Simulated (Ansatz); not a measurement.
Set up this calculation in Ansatz 0.2.0, as the native input.

* Task: projected density of states
* Functional: PBEsol
* Potentials or basis: all-electron LAPW, non-relativistic
* Cutoff: 315 eV (chosen from the basis error)
* Basis error allowed: 0.001 eV/atom
* k mesh: 10 × 10 × 10
* Occupations: cold, width 0.1 eV
* Spin: collinear spin, random start
* Starting moments: [0.3, 0.0] μB

The system is BAs.

```xyz
2
Lattice="0.0000 2.3885 2.3885 2.3885 0.0000 2.3885 2.3885 2.3885 0.0000" Properties=species:S:1:pos:R:3 pbc="T T T"
As    3.5827    3.5827    3.5827
B     0.0000    0.0000    0.0000
```

One way to write it, as run:

input.yaml

```yaml
crystal:
  lattice:
    - [0.0, 2.3885, 2.3885]
    - [2.3885, 0.0, 2.3885]
    - [2.3885, 2.3885, 0.0]
  atoms:
    - { symbol: As, position: [0.75, 0.75, 0.75], spin: 0.3 }
    - { symbol: B, position: [0.0, 0.0, 0.0] }
kpoints:
  mp_grid: { grid: [10, 10, 10] }
  band_path:
    path:
      - [0.0, 0.0, 0.0]
      - [0.5, 0.0, 0.5]
      - [0.5, 0.25, 0.75]
      - [0.375, 0.375, 0.75]
      - [0.0, 0.0, 0.0]
      - [0.5, 0.5, 0.5]
      - [0.625, 0.25, 0.625]
      - [0.5, 0.25, 0.75]
    npoints: 8
scf:
  occupations: { method: cold, width: 0.1 }
hamiltonian:
  xc: pbesol
  pseudopotentials:
    kind: all_electron
    lapw: { basis_error: 0.001 }
    relativity: none
magnetization:
  spin_polarized: true
output:
  forces: true
  stress: true
  eigenvalues: true
  fatbands: true
  dos: { projected: true, de: 0.2, e_range: [-10, 8] }
  populations: true
```

Potentials or basis: all-electron LAPW, non-relativistic.

The run is started by

```sh
$ ansatz run input.yaml --threads 1 --pin off --max-ram 2560MiB --backend cpu --events-out ev --progress --plain --runs-dir out
```

It gave:

The pressure is -0.4 GPa. The band gap on the k mesh is 1.11 eV, indirect (least direct gap 3.24 eV), the band gap along the path is 1.13 eV, indirect (least direct gap 3.24 eV) and the net moment is 0.00 μB per cell. The absolute moment is 0.00 μB per cell. The loewdin charges are As +0.66; B -0.62 e.

Caveat: relativity is left out, which matters for the heavier elements; the starting moments weren't kept.

Run time: 42 s on 1 thread of Arm Neoverse V2, with other jobs on the host, peak memory 0.32 GiB.
